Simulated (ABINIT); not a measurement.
The system is SnTe.

```
Te Sn
1.0
     0.00000    3.61115    3.61115
     3.61115    0.00000    3.61115
     3.61115    3.61115    0.00000
Te Sn
1 1
Direct
  0.25000 0.25000 0.25000
  0.00000 0.00000 0.00000
```

Measurements of this composition are mostly on another form, of space group No. 225.

Base run:

- Program: ABINIT 10.8.3 (patched build)
- Functional: PBE
- Potentials or basis: JTH PAW PBE v2.0
- Cutoff: 599 eV
- k mesh: 7 × 7 × 7
- Occupations: fermi-dirac, width 0.05 eV
- Spin: no spin polarisation

Its results: pressure -0.1 GPa.

**Question.** The run is repeated on the same cell with these changes: functional from PBE to LDA; potentials or basis from JTH PAW PBE v2.0 to JTH PAW LDA v2.0. What comes out?

**Answer.** Pressure -2.2 GPa.
